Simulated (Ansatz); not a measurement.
# Calculated ¹⁷O NMR of the central transition for SiO₂

Cell: an entry of the Crystallography Open Database (COD) (the cell was measured well above room temperature), ions relaxed with PBE at fixed cell.

Space group P4_12_12 (No. 92); a = 4.9890, c = 6.9910 Å.

```
site  Wyckoff  site symmetry       x       y       z
  Si       4a            ..2  0.3028  0.3028  0.0000
   O       8b              1  0.2377  0.1119  0.1826
```

One atom of each set is listed.

Method: Kohn–Sham DFT in Ansatz, PBE, plane waves and PAW, scalar-relativistic, 420 eV cutoff, Γ-centred 4×4×3 k-points, Fermi–Dirac smearing 0.02 eV.

¹⁷O has I = 5/2 and Q = -25.58 mb (Pyykkö 2018); at 7.05 T its Larmor frequency is ν₀ = 40.7 MHz. Only the quadrupole interaction is simulated: positions count from each site's isotropic chemical shift, and shift anisotropy, dipolar and J coupling are left out.

Task: What does the ¹⁷O spectrum (static powder) show for each site?

Result: 

```csv
site,first shell,C_Q (MHz),η,P_Q (MHz),δ_QIS (ppm),breadth (kHz)
O,"2 Si at 1.63 Å, angle 144°",-5.90,0.18,5.93,-127,30.9
```

δ_QIS = −(ν_Q²/30ν₀²)[I(I+1) − 3/4](1 + η²/3) × 10⁶ ppm with ν_Q = 3|C_Q|/[2I(2I−1)]; it falls as 1/B₀² in ppm, and the breadth as 1/B₀ in kHz.

At O V_zz runs parallel to the line that joins its two neighbours (within 1°).

The relaxation (5 steps) took 41 s of wall time (41 s of CPU time) and 0.4 GiB at its peak, on 1 thread of Arm Neoverse V1 (aarch64; 8 cores open to the job, memory cap 2.5 GiB, no GPU), a shared host with a load of 0.5 a core.
